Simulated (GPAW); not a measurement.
# Ru (P6_3/mmc) in GPAW: a series of runs

One crystal, Ru, is run at these levels: BP86, PBEsol+D3; tasks: relaxation of cell and atoms.

All numbers are computed with GPAW 26.7.0; they aren't measurements. Logs are shortened: lines on timing, memory, paths and dates and some standing lists are left out, and cuts for length are marked. The log counts tension as positive stress, the text compression.

### Step 1. The crystal as given

It takes space group P6_3/mmc (No. 194, hexagonal). The conventional cell has a = 2.706 Å, b = 2.706 Å, c = 4.282 Å, α = 90.00°, β = 90.00°, γ = 120.00°. Ru (site symmetry -6m2) is surrounded by 12 Ru at 2.65 to 2.71 Å.

### Step 2. Relaxation of cell and atoms, BP86, target pressure -2 GPa, at which the enthalpy is minimised

Input file run.py:

```python
from ase.filters import FrechetCellFilter
from ase.io import read, write
from ase.optimize import BFGS
from ase.units import GPa
from gpaw import GPAW, PW, setup_paths

setup_paths.insert(0, '.')

atoms = read('Ru.cif')

calc = GPAW(mode=PW(600),
            xc='GGA_X_B88+GGA_C_P86',
            kpts={'size': (8, 8, 5), 'gamma': True},
            occupations={'name': 'fermi-dirac', 'width': 0.05},
            nbands=29,
            convergence={'density': 1e-06, 'energy': 1e-06, 'eigenstates': 1e-10},
            maxiter=150,
            txt='gpaw.txt')
atoms.calc = calc
opt = BFGS(FrechetCellFilter(atoms, scalar_pressure=-2 * GPa), trajectory='relax.traj', logfile='-')
done = opt.run(fmax=0.05, steps=60)
calc.write('gs.gpw')
write('result.traj', atoms)
print('Converged:', done)
print('Cell:', atoms.cell.cellpar().round(4))
print('Volume:', round(atoms.get_volume(), 4))
print(atoms.get_scaled_positions().round(5))
```

Input file Ru.cif:

```cif
data_Ru
_cell_length_a 2.70580000
_cell_length_b 2.70580000
_cell_length_c 4.28190000
_cell_angle_alpha 90.00000000
_cell_angle_beta 90.00000000
_cell_angle_gamma 120.00000000
_space_group_name_H-M_alt 'P1'
_space_group_name_Hall 'P 1'
_space_group_IT_number 1
loop_
_space_group_symop_operation_xyz
'x,y,z'
loop_
_atom_site_label
_atom_site_type_symbol
_atom_site_symmetry_multiplicity
_atom_site_Wyckoff_symbol
_atom_site_fract_x
_atom_site_fract_y
_atom_site_fract_z
_atom_site_occupancy
Ru1 Ru 1 a 0.6666666667 0.3333333333 0.7500000000 1
Ru2 Ru 1 a 0.3333333333 0.6666666667 0.2500000000 1
```

Potentials or basis: PAW data sets generated in the run's folder for this functional, pw.

On the command line:

```bash
$ gpaw-setup -f GGA_X_B88+GGA_C_P86 Ru
$ OMP_NUM_THREADS=1 python run.py
```

gpaw.txt:

```text
__  _  _
 | _ |_)|_||  |
 |__||  | ||/\| - 26.7.0

Input parameters:
  mode=PW(ecut=600.0),
  convergence={'density': 1e-06, 'energy': 1e-06, 'eigenstates': 1e-10},
  kpts=MonkhorstPack(size=(8, 8, 5), gamma=True),
  maxiter=150,
  nbands=29,
  occupations=Occupations(name='fermi-dirac', width=0.05),
  xc=XC(name='GGA_X_B88+GGA_C_P86')

Diagonalizing LCAO Hamiltonian
Converting LCAO to pw mode

          Ru

        Ru

Atoms  # Å, Bohr magnetons
|   | symbol |         x |        y |        z |    initial magnetic moments |
|---|--------|-----------|----------|----------|-----------------------------|
| 0 |     Ru |  1.352900 | 0.781097 | 3.211425 | ( 0.0000,  0.0000,  0.0000) |
| 1 |     Ru | -0.000000 | 1.562194 | 1.070475 | ( 0.0000,  0.0000,  0.0000) |

Unit cell  # Å
| periodic |         x |        y |        z |  lengths |     angles |
|----------|-----------|----------|----------|----------|------------|
|      yes |  2.705800 | 0.000000 | 0.000000 | 2.705800 |  90.000000 |
|      yes | -1.352900 | 2.343292 | 0.000000 | 2.705800 |  90.000000 |
|      yes |  0.000000 | 0.000000 | 4.281900 | 4.281900 | 120.000000 |

Number of symmetries: 12
Symmetry operations  # r_c * U_cc + t_c -> r_c
|    | kind |            matrix            |
|----|------|------------------------------|
|  0 |  σ   |  1, 1, 0,  0,-1, 0,  0, 0, 1 |
|  1 |  S6  |  1, 1, 0, -1, 0, 0,  0, 0,-1 |
|  2 |  E   |  1, 0, 0,  0, 1, 0,  0, 0, 1 |
|  3 |  C2  |  1, 0, 0, -1,-1, 0,  0, 0,-1 |
|  4 |  C2  |  0, 1, 0,  1, 0, 0,  0, 0,-1 |
|  5 |  C3  |  0, 1, 0, -1,-1, 0,  0, 0, 1 |
|  6 |  S6  |  0,-1, 0,  1, 1, 0,  0, 0,-1 |
|  7 |  σ   |  0,-1, 0, -1, 0, 0,  0, 0, 1 |
|  8 |  σ   | -1, 0, 0,  1, 1, 0,  0, 0, 1 |
|  9 |  i   | -1, 0, 0,  0,-1, 0,  0, 0,-1 |
| 10 |  C3  | -1,-1, 0,  1, 0, 0,  0, 0, 1 |
| 11 |  C2  | -1,-1, 0,  0, 1, 0,  0, 0,-1 |

BZ-sampling:
  Number of BZ points: 320
  Number of IBZ points: 40

  Monkhorst-Pack size: [8, 8, 5]
  Monkhorst-Pack shift: [0.0625, 0.0625, 0.0]

K-points  # in reciprocal-cell coordinates
|     |                                coordinates |     weight |
|-----|--------------------------------------------|------------|
|   0 | (  0.00000000,   0.00000000,   0.00000000) | 0.00312500 |
|   1 | (  0.00000000,   0.00000000,   0.20000000) | 0.00625000 |
|   2 | (  0.00000000,   0.00000000,   0.40000000) | 0.00625000 |
|   3 | (  0.12500000,   0.00000000,  -0.40000000) | 0.01875000 |
|   4 | (  0.12500000,   0.00000000,  -0.20000000) | 0.01875000 |
|   5 | (  0.12500000,   0.00000000,   0.00000000) | 0.01875000 |
|   6 | (  0.12500000,   0.00000000,   0.20000000) | 0.01875000 |
|   7 | (  0.12500000,   0.00000000,   0.40000000) | 0.01875000 |
|   8 | (  0.25000000,  -0.12500000,   0.00000000) | 0.01875000 |
|   9 | (  0.25000000,  -0.12500000,   0.20000000) | 0.03750000 |
| ... |                                            |            |
|  39 | (  0.50000000,   0.50000000,   0.40000000) | 0.01875000 |

Plane wave coefficients: 929
Cutoff: 600.0 eV
[... 114 lines left out ...]
Fermi level: 13.368
Eigenvalues  # (at kpt = [0.000, 0.000, 0.000])
| band index |      eig [eV] | occ [0-2] |
|------------|---------------|-----------|
|          0 |       -59.750 |     2.000 |
|        ... |               |           |
|          9 |         7.246 |     2.000 |
|         10 |        10.789 |     2.000 |
|         11 |        10.789 |     2.000 |
|         12 |        10.954 |     2.000 |
|         13 |        11.461 |     2.000 |
|         14 |        11.461 |     2.000 |
[... 8 lines left out ...]
|         23 |        32.008 |     0.000 |
|         24 |        36.715 |     0.000 |
|        ... |               |           |
|         28 |        38.568 |     0.000 |

No gap
No difference between direct/indirect transitions

Stress tensor  # eV/Ang^3
|         x |         y |         z |
|-----------|-----------|-----------|
| -0.029468 |  0.000000 |  0.000000 |
|  0.000000 | -0.029468 |  0.000000 |
|  0.000000 |  0.000000 | -0.022322 |

Forces  # eV/Ang
|       x |        y |        z |
|---------|----------|----------|
| 0.00000 | -0.00000 | -0.00000 |  # Ru   0
| 0.00000 |  0.00000 |  0.00000 |  # Ru   1

Interpolating wave functions to new cell

          Ru

        Ru

Atoms  # Å, Bohr magnetons
|   | symbol |         x |        y |        z |    initial magnetic moments |
|---|--------|-----------|----------|----------|-----------------------------|
| 0 |     Ru |  1.358414 | 0.784281 | 3.222281 | ( 0.0000,  0.0000,  0.0000) |
| 1 |     Ru | -0.000000 | 1.568562 | 1.074094 | ( 0.0000,  0.0000,  0.0000) |

Unit cell  # Å
| periodic |         x |         y |         z |  lengths |     angles |
|----------|-----------|-----------|-----------|----------|------------|
|      yes |  2.716829 | -0.000000 | -0.000000 | 2.716829 |  90.000000 |
|      yes | -1.358414 |  2.352843 | -0.000000 | 2.716829 |  90.000000 |
|      yes |  0.000000 | -0.000000 |  4.296375 | 4.296375 | 120.000000 |

Number of symmetries: 12
Symmetry operations  # r_c * U_cc + t_c -> r_c
|    | kind |            matrix            |
|----|------|------------------------------|
|  0 |  σ   |  1, 1, 0,  0,-1, 0,  0, 0, 1 |
|  1 |  S6  |  1, 1, 0, -1, 0, 0,  0, 0,-1 |
|  2 |  E   |  1, 0, 0,  0, 1, 0,  0, 0, 1 |
|  3 |  C2  |  1, 0, 0, -1,-1, 0,  0, 0,-1 |
|  4 |  C2  |  0, 1, 0,  1, 0, 0,  0, 0,-1 |
|  5 |  C3  |  0, 1, 0, -1,-1, 0,  0, 0, 1 |
|  6 |  S6  |  0,-1, 0,  1, 1, 0,  0, 0,-1 |
|  7 |  σ   |  0,-1, 0, -1, 0, 0,  0, 0, 1 |
|  8 |  σ   | -1, 0, 0,  1, 1, 0,  0, 0, 1 |
|  9 |  i   | -1, 0, 0,  0,-1, 0,  0, 0,-1 |
| 10 |  C3  | -1,-1, 0,  1, 0, 0,  0, 0, 1 |
| 11 |  C2  | -1,-1, 0,  0, 1, 0,  0, 0,-1 |

BZ-sampling:
  Number of BZ points: 320
  Number of IBZ points: 40

  Monkhorst-Pack size: [8, 8, 5]
  Monkhorst-Pack shift: [0.0625, 0.0625, 0.0]

K-points  # in reciprocal-cell coordinates
|     |                                coordinates |     weight |
|-----|--------------------------------------------|------------|
|   0 | (  0.00000000,   0.00000000,   0.00000000) | 0.00312500 |
|   1 | (  0.00000000,   0.00000000,   0.20000000) | 0.00625000 |
|   2 | (  0.00000000,   0.00000000,   0.40000000) | 0.00625000 |
|   3 | (  0.12500000,   0.00000000,  -0.40000000) | 0.01875000 |
|   4 | (  0.12500000,   0.00000000,  -0.20000000) | 0.01875000 |
|   5 | (  0.12500000,   0.00000000,   0.00000000) | 0.01875000 |
|   6 | (  0.12500000,   0.00000000,   0.20000000) | 0.01875000 |
|   7 | (  0.12500000,   0.00000000,   0.40000000) | 0.01875000 |
|   8 | (  0.25000000,  -0.12500000,   0.00000000) | 0.01875000 |
|   9 | (  0.25000000,  -0.12500000,   0.20000000) | 0.03750000 |
| ... |                                            |            |
|  39 | (  0.50000000,   0.50000000,   0.40000000) | 0.01875000 |

Plane wave coefficients: 935
Cutoff: 600.0 eV
[... 112 lines left out ...]
Fermi level: 13.151
Eigenvalues  # (at kpt = [0.000, 0.000, 0.000])
| band index |      eig [eV] | occ [0-2] |
|------------|---------------|-----------|
|          0 |       -59.943 |     2.000 |
|        ... |               |           |
|          9 |         7.118 |     2.000 |
|         10 |        10.618 |     2.000 |
|         11 |        10.618 |     2.000 |
|         12 |        10.785 |     2.000 |
|         13 |        11.279 |     2.000 |
|         14 |        11.279 |     2.000 |
[... 8 lines left out ...]
|         23 |        31.748 |     0.000 |
|         24 |        36.309 |     0.000 |
|        ... |               |           |
|         28 |        38.251 |     0.000 |

No gap
No difference between direct/indirect transitions

Stress tensor  # eV/Ang^3
|         x |         y |         z |
|-----------|-----------|-----------|
| -0.006437 | -0.000000 |  0.000000 |
|  0.000000 | -0.006437 | -0.000000 |
|  0.000000 | -0.000000 | -0.000076 |

Forces  # eV/Ang
|        x |       y |        z |
|----------|---------|----------|
| -0.00000 | 0.00000 |  0.00000 |  # Ru   0
|  0.00000 | 0.00000 | -0.00000 |  # Ru   1

Interpolating wave functions to new cell

          Ru

        Ru

Atoms  # Å, Bohr magnetons
|   | symbol |         x |        y |        z |    initial magnetic moments |
|---|--------|-----------|----------|----------|-----------------------------|
| 0 |     Ru |  1.362894 | 0.786867 | 3.229342 | ( 0.0000,  0.0000,  0.0000) |
| 1 |     Ru | -0.000000 | 1.573734 | 1.076447 | ( 0.0000,  0.0000,  0.0000) |

Unit cell  # Å
| periodic |         x |        y |         z |  lengths |     angles |
|----------|-----------|----------|-----------|----------|------------|
|      yes |  2.725788 | 0.000000 |  0.000000 | 2.725788 |  90.000000 |
|      yes | -1.362894 | 2.360602 | -0.000000 | 2.725788 |  90.000000 |
|      yes | -0.000000 | 0.000000 |  4.305789 | 4.305789 | 120.000000 |

Number of symmetries: 12
Symmetry operations  # r_c * U_cc + t_c -> r_c
|    | kind |            matrix            |
|----|------|------------------------------|
|  0 |  σ   |  1, 1, 0,  0,-1, 0,  0, 0, 1 |
|  1 |  S6  |  1, 1, 0, -1, 0, 0,  0, 0,-1 |
|  2 |  E   |  1, 0, 0,  0, 1, 0,  0, 0, 1 |
|  3 |  C2  |  1, 0, 0, -1,-1, 0,  0, 0,-1 |
|  4 |  C2  |  0, 1, 0,  1, 0, 0,  0, 0,-1 |
|  5 |  C3  |  0, 1, 0, -1,-1, 0,  0, 0, 1 |
|  6 |  S6  |  0,-1, 0,  1, 1, 0,  0, 0,-1 |
|  7 |  σ   |  0,-1, 0, -1, 0, 0,  0, 0, 1 |
|  8 |  σ   | -1, 0, 0,  1, 1, 0,  0, 0, 1 |
|  9 |  i   | -1, 0, 0,  0,-1, 0,  0, 0,-1 |
| 10 |  C3  | -1,-1, 0,  1, 0, 0,  0, 0, 1 |
| 11 |  C2  | -1,-1, 0,  0, 1, 0,  0, 0,-1 |

BZ-sampling:
  Number of BZ points: 320
  Number of IBZ points: 40

  Monkhorst-Pack size: [8, 8, 5]
  Monkhorst-Pack shift: [0.0625, 0.0625, 0.0]

K-points  # in reciprocal-cell coordinates
|     |                                coordinates |     weight |
|-----|--------------------------------------------|------------|
|   0 | (  0.00000000,   0.00000000,   0.00000000) | 0.00312500 |
|   1 | (  0.00000000,   0.00000000,   0.20000000) | 0.00625000 |
|   2 | (  0.00000000,   0.00000000,   0.40000000) | 0.00625000 |
|   3 | (  0.12500000,   0.00000000,  -0.40000000) | 0.01875000 |
|   4 | (  0.12500000,   0.00000000,  -0.20000000) | 0.01875000 |
|   5 | (  0.12500000,   0.00000000,   0.00000000) | 0.01875000 |
|   6 | (  0.12500000,   0.00000000,   0.20000000) | 0.01875000 |
|   7 | (  0.12500000,   0.00000000,   0.40000000) | 0.01875000 |
|   8 | (  0.25000000,  -0.12500000,   0.00000000) | 0.01875000 |
|   9 | (  0.25000000,  -0.12500000,   0.20000000) | 0.03750000 |
| ... |                                            |            |
|  39 | (  0.50000000,   0.50000000,   0.40000000) | 0.01875000 |

Plane wave coefficients: 953
Cutoff: 600.0 eV
[... 112 lines left out ...]
Fermi level: 12.987
Eigenvalues  # (at kpt = [0.000, 0.000, 0.000])
| band index |      eig [eV] | occ [0-2] |
|------------|---------------|-----------|
|          0 |       -60.088 |     2.000 |
|        ... |               |           |
|          9 |         7.022 |     2.000 |
|         10 |        10.488 |     2.000 |
|         11 |        10.488 |     2.000 |
|         12 |        10.663 |     2.000 |
|         13 |        11.142 |     2.000 |
|         14 |        11.142 |     2.000 |
[... 8 lines left out ...]
|         23 |        31.553 |     0.000 |
|         24 |        35.995 |     0.000 |
|        ... |               |           |
|         28 |        38.009 |     0.000 |

No gap
No difference between direct/indirect transitions

Stress tensor  # eV/Ang^3
|        x |        y |        z |
|----------|----------|----------|
| 0.010767 | 0.000000 | 0.000000 |
| 0.000000 | 0.010767 | 0.000000 |
| 0.000000 | 0.000000 | 0.014955 |

Forces  # eV/Ang
|        x |        y |        z |
|----------|----------|----------|
|  0.00000 |  0.00000 | -0.00000 |  # Ru   0
| -0.00000 | -0.00000 |  0.00000 |  # Ru   1

# Writing to gs.gpw (mode='')
```

It took 54 s on 1 thread of Arm Neoverse V1, shared host; peak memory 0.17 GiB.

Results:

```yaml
Free_energy: -18.6071 eV
Relaxed_volume: 13.85 Å³/atom
Relaxed_cell: a = 2.726 Å, b = 2.726 Å, c = 4.306 Å, α = 90.00°, β = 90.00°, γ = 120.00°
Space_group_after_relaxing_to_0.05_Å: P6_3/mmc (No. 194)
Energy_change_on_relaxing_the_enthalpy_is_what_falls: -2.6 meV/atom
Ionic_steps: 3
Pressure_after_relaxing: -1.9 GPa
Band_gap_on_the_k_mesh: none (metal or under the smearing width)
```

Step by step:
```tsv
step	energy change (eV)	largest force (eV/Å)	pressure (GPa)	volume (Å³)
1	0.0000	0.0000	4.34	27.15
2	-0.0056	0.0000	0.69	27.46
3	-0.0052	0.0000	-1.95	27.71
```

Final structure:
```xyz
2
Lattice="2.7258 0.0000 0.0000 -1.3629 2.3606 0.0000 0.0000 0.0000 4.3058" Properties=species:S:1:pos:R:3 pbc="T T T"
Ru    1.3629    0.7869    3.2293
Ru    0.0000    1.5737    1.0764
```

Caveat: later steps reuse the first step's grids. Zero-point motion and thermal expansion aren't in these numbers.

### Step 3. Relaxation of cell and atoms, PBEsol+D3, target pressure 1 GPa, at which the enthalpy is minimised

Input file run.py:

```python
from ase.calculators.mixing import SumCalculator
from ase.filters import FrechetCellFilter
from ase.io import write
from ase.optimize import FIRE
from ase.spacegroup import crystal
from ase.units import GPa
from dftd3.ase import DFTD3
from gpaw import GPAW, PW, setup_paths

setup_paths.insert(0, '.')

# Ru 2c
atoms = crystal(['Ru'],
                basis=[[0.6666666667, 0.3333333333, 0.75]],
                spacegroup=194, setting=1,  # P6_3/mmc
                cellpar=[2.7058, 2.7058, 4.2819, 90.0, 90.0, 120.0],
                primitive_cell=True)

calc = GPAW(mode=PW(600),
            xc='PBEsol',
            kpts={'size': (8, 8, 5), 'gamma': True},
            occupations={'name': 'fermi-dirac', 'width': 0.05},
            nbands=29,
            convergence={'density': 1e-05, 'energy': 1e-05},
            maxiter=150,
            txt='gpaw.txt')
atoms.calc = SumCalculator([calc, DFTD3(method='pbesol', damping='d3zero')])
opt = FIRE(FrechetCellFilter(atoms, scalar_pressure=1 * GPa), trajectory='relax.traj', logfile='-')
done = opt.run(fmax=0.02, steps=40)
calc.write('gs.gpw')
write('result.traj', atoms)
print('Converged:', done)
print('Cell:', atoms.cell.cellpar().round(4))
print('Volume:', round(atoms.get_volume(), 4))
print(atoms.get_scaled_positions().round(5))
```

Potentials or basis: PAW data sets generated in the run's folder for this functional, pw.

On the command line:

```bash
$ gpaw-setup -f PBEsol Ru
$ OMP_NUM_THREADS=1 python run.py
```

gpaw.txt:

```text
__  _  _
 | _ |_)|_||  |
 |__||  | ||/\| - 26.7.0

Input parameters:
  mode=PW(ecut=600.0),
  convergence={'density': 1e-05, 'energy': 1e-05},
  kpts=MonkhorstPack(size=(8, 8, 5), gamma=True),
  maxiter=150,
  nbands=29,
  occupations=Occupations(name='fermi-dirac', width=0.05),
  xc=XC(name='PBEsol')

Diagonalizing LCAO Hamiltonian
Converting LCAO to pw mode

          Ru

        Ru

Atoms  # Å, Bohr magnetons
|   | symbol |         x |        y |        z |    initial magnetic moments |
|---|--------|-----------|----------|----------|-----------------------------|
| 0 |     Ru |  1.352900 | 0.781097 | 3.211425 | ( 0.0000,  0.0000,  0.0000) |
| 1 |     Ru | -0.000000 | 1.562194 | 1.070475 | ( 0.0000,  0.0000,  0.0000) |

Unit cell  # Å
| periodic |         x |        y |        z |  lengths |     angles |
|----------|-----------|----------|----------|----------|------------|
|      yes |  2.705800 | 0.000000 | 0.000000 | 2.705800 |  90.000000 |
|      yes | -1.352900 | 2.343292 | 0.000000 | 2.705800 |  90.000000 |
|      yes |  0.000000 | 0.000000 | 4.281900 | 4.281900 | 120.000000 |

Number of symmetries: 12
Symmetry operations  # r_c * U_cc + t_c -> r_c
|    | kind |            matrix            |
|----|------|------------------------------|
[... 190 lines left out ...]

Interpolating wave functions to new cell

          Ru
[... 194 lines left out ...]
No gap
No difference between direct/indirect transitions

Stress tensor  # eV/Ang^3
|        x |         y |         z |
|----------|-----------|-----------|
| 0.007415 |  0.000000 |  0.000000 |
| 0.000000 |  0.007415 | -0.000000 |
| 0.000000 | -0.000000 |  0.010835 |

Forces  # eV/Ang
|       x |        y |        z |
|---------|----------|----------|
| 0.00000 | -0.00000 |  0.00011 |  # Ru   0
| 0.00000 |  0.00000 | -0.00011 |  # Ru   1

Interpolating wave functions to new cell

          Ru
[... 619 lines left out ...]
Stress tensor  # eV/Ang^3
|         x |         y |         z |
|-----------|-----------|-----------|
| -0.056013 | -0.000000 |  0.000000 |
| -0.000000 | -0.056013 |  0.000000 |
| -0.000000 |  0.000000 | -0.058208 |

Forces  # eV/Ang
|        x |       y |        z |
|----------|---------|----------|
|  0.00000 | 0.00000 |  0.00002 |  # Ru   0
| -0.00000 | 0.00000 | -0.00002 |  # Ru   1

Interpolating wave functions to new cell

          Ru
[... 413 lines left out ...]
Forces  # eV/Ang
|        x |        y |        z |
|----------|----------|----------|
|  0.00000 |  0.00000 |  0.00002 |  # Ru   0
| -0.00000 | -0.00000 | -0.00002 |  # Ru   1

# Writing to gs.gpw (mode='')
```

It took 87 s on 1 thread of Arm Neoverse V1, shared host; peak memory 0.2 GiB.

Results:

```
Free energy                                            : -21.7634 eV
Relaxed volume                                         : 12.97 Å³/atom
Relaxed cell                                           : a = 2.666 Å, b = 2.666 Å, c = 4.216 Å, α = 90.00°, β = 90.00°, γ = 120.00°
Space group after relaxing (to 0.05 Å)                 : P6_3/mmc (No. 194)
Energy change on relaxing (the enthalpy is what falls) : -23.9 meV/atom
Ionic steps                                            : 7
Pressure after relaxing                                : 1.1 GPa
Band gap on the k mesh                                 : none (metal or under the smearing width)
Dispersion energy per atom                             : -0.464 eV
```

Stress tensor (GPa, compression positive):
```
1.03 0.00 0.00
0.00 1.03 0.00
0.00 0.00 1.20
```

The path:
```csv
step,energy change (eV),largest force (eV/Å),pressure (GPa),volume (Å³)
1,0.0000,0.0001,-13.80,27.15
2,-0.0337,0.0001,-8.01,26.64
3,-0.0467,0.0001,2.41,25.86
4,-0.0468,0.0000,2.26,25.87
5,-0.0472,0.0000,1.96,25.89
6,-0.0475,0.0000,1.55,25.92
7,-0.0479,0.0000,1.09,25.95
```

Final structure:
```
Ru
1.0
     2.66597    0.00000    0.00000
    -1.33298    2.30879    0.00000
     0.00000    0.00000    4.21566
Ru
2
Cartesian
  1.3330 0.7696 3.1617
  0.0000 1.5392 1.0539
```

Levels at points of the mesh, in eV from the Fermi level:
```csv
k point,band 12,band 13,band 14,band 15,band 16,band 17,band 18,band 19,band 20,band 21
"(0.00, 0.00, 0.00)",-2.77,-2.57,-2.03,-2.03,-1.48,-1.48,1.27,1.27,1.34,10.86
"(0.50, 0.50, 0.00)",-3.22,-2.19,-1.87,-1.60,1.55,2.01,2.08,4.33,6.47,11.54
```

Caveat: later steps reuse the first step's grids; pairwise dispersion overbinds metals, which lowers pressure and volume.
